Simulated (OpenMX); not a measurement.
Input of an OpenMX 3.8.5 run:

The input ZnS.dat:

```
System.CurrrentDirectory             ./
System.Name                          ZnS
DATA.PATH                            ./DFT_DATA13
level.of.stdout                      1
level.of.fileout                     0
Species.Number                       2
<Definition.of.Atomic.Species
  Zn  Zn6.0H-s3p2d2          Zn_PBE13H
  S   S7.0-s2p2d1f1          S_PBE13
Definition.of.Atomic.Species>

Atoms.Number                         4
Atoms.SpeciesAndCoordinates.Unit     FRAC
<Atoms.SpeciesAndCoordinates
    1  Zn    0.6666666667    0.3333333333    0.5000000000  10.000 10.000
    2  Zn    0.3333333333    0.6666666667    0.0000000000  10.000 10.000
    3  S     0.6666666667    0.3333333333    0.8850000000   3.000  3.000
    4  S     0.3333333333    0.6666666667    0.3850000000   3.000  3.000
Atoms.SpeciesAndCoordinates>

Atoms.UnitVectors.Unit               Ang
<Atoms.UnitVectors
     3.8110000000    0.0000000000    0.0000000000
    -1.9055000000    3.3004228138    0.0000000000
     0.0000000000    0.0000000000    6.2340000000
Atoms.UnitVectors>

scf.XcType                           GGA-PBE
scf.SpinPolarization                 off
scf.ElectronicTemperature            580.226
scf.energycutoff                     500.0
scf.maxIter                          100
scf.EigenvalueSolver                 band
scf.Kgrid                            7 7 5
scf.Mixing.Type                      rmm-diisk
scf.Init.Mixing.Weight               0.05
scf.Min.Mixing.Weight                0.001
scf.Max.Mixing.Weight                0.3
scf.Mixing.History                   25
scf.Mixing.StartPulay                8
scf.criterion                        1.0e-8
scf.stress.tensor                    on
MD.Type                              nomd
Band.dispersion                      on
Band.Nkpath                          9
<Band.kpath
   11   0.000000  0.000000  0.000000    0.500000  0.000000  0.000000  G M
    7   0.500000  0.000000  0.000000    0.333333  0.333333  0.000000  M K
   13   0.333333  0.333333  0.000000    0.000000  0.000000  0.000000  K G
    6   0.000000  0.000000  0.000000    0.000000  0.000000  0.500000  G A
   11   0.000000  0.000000  0.500000    0.500000  0.000000  0.500000  A L
    7   0.500000  0.000000  0.500000    0.333333  0.333333  0.500000  L H
   13   0.333333  0.333333  0.500000    0.000000  0.000000  0.500000  H A
    6   0.500000  0.000000  0.500000    0.500000  0.000000  0.000000  L M
    6   0.333333  0.333333  0.000000    0.333333  0.333333  0.500000  K H
Band.kpath>
```

Potentials or basis: OpenMX 2013 PBE set, Zn6.0H-s3p2d2, S7.0-s2p2d1f1, grid cutoff 500 Ry.

Command:

```sh
$ openmx ZnS.dat -nt 1 > ZnS.std
```

(1) Predict the band gap on the k mesh.

(2) Predict the band gap along the path.

(3) Predict the Mulliken charges.

(4) What does it give for the largest force?

Answers

(1) 2.47 eV, direct.

(2) 2.47 eV, direct.

(3) Zn +0.25; S -0.25 e.

(4) 0.361 eV/Å.

Caveat: the basis of atomic orbitals isn't converged, which shifts pressures, moduli and gaps.

**What was measured.**

A printed reference work, monograph reports, for a bulk crystal of ZnS at 4 K: band gap 3.911 eV (direct).

Against the measured gap of ZnS, 3.911 eV (direct; 4 K; a printed reference work, monograph), the calculated 2.47 eV is off by -1.44 eV. The value is that of PBE in an atomic basis (OpenMX 2013 PBE set, Zn6.0H-s3p2d2, S7.0-s2p2d1f1, grid cutoff 500 Ry), whose error adds to the functional's,, without temperature or zero-point motion. Semilocal functionals fall short of measured gaps as a rule.
